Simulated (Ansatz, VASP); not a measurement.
**TiC: VASP beside Ansatz**

The input INCAR:

```
SYSTEM = TiC
PREC = Accurate ; ENCUT = 520
EDIFF = 1E-6 ; ISMEAR = 0
SIGMA = 0.15 ; LREAL = .FALSE.
LASPH = .TRUE. ; NELM = 60
ALGO = Normal ; ISIF = 2
LWAVE = .FALSE. ; LCHARG = .TRUE.
GGA = PS ; LELF = .TRUE.
LVHAR = .TRUE. ; NBANDS = 15
```

The input KPOINTS:

```
regular mesh
0
G
  18 18 18
  0 0 0
```

Contents of POSCAR:

```
TiC
1.0
    0.0000000000      2.1640000000      2.3263000000
    2.1640000000      0.0000000000      2.3263000000
    2.1640000000      2.1640000000      0.0000000000
Ti C
1 1
Direct
    0.0000000000      0.0000000000      0.0000000000
    0.5000000000      0.5000000000      0.5000000000
```

Input for Ansatz:

```yaml
crystal:
  lattice:
    - [0.0, 2.164, 2.3263]
    - [2.164, 0.0, 2.3263]
    - [2.164, 2.164, 0.0]
  atoms:
    - { symbol: Ti, position: [0.0, 0.0, 0.0] }
    - { symbol: C, position: [0.5, 0.5, 0.5] }
basis:
  ecutwfc: 420
kpoints:
  mp_grid: { grid: [18, 18, 18] }
hamiltonian:
  xc: pbesol
scf:
  occupations: { method: gaussian, width: 0.15 }
output:
  forces: true
  stress: true
  eigenvalues: true
```

Change from the starting cell: strain +0.0750 x Voigt [0, 0, 1, 0, 0, 0], atoms carried along.

Alike in both runs: task single point; functional PBEsol; k mesh 18 × 18 × 18; occupations gaussian, width 0.15 eV; no spin polarisation.

|  | VASP | Ansatz |
| --- | --- | --- |
| version | VASP 6.6.1 | Ansatz 0.2.0 |
| potentials or method | VASP PAW PBE potentials, release 64 (Ti_sv, C) | scalar-relativistic, plane waves, PAW |
| plane-wave cutoff (eV) | 520 | 420 |
| valence electrons in the cell | 16 | 16 |

```csv
,VASP,Ansatz,Ansatz less VASP
gap on the k mesh at the Fermi level (eV),none,none,-
pressure (GPa),-18.9,-19.1,-0.20
largest component of the traceless stress (GPa),11.43,11.29,-0.139
```

A gap of «none» marks a metal or a gap that the smearing closes.

Caveats: so large a pressure means that the cell lies far from this level's equilibrium, or that cutoff or potentials fall short (VASP); the potentials were made for another functional, which shifts forces and pressure (VASP).
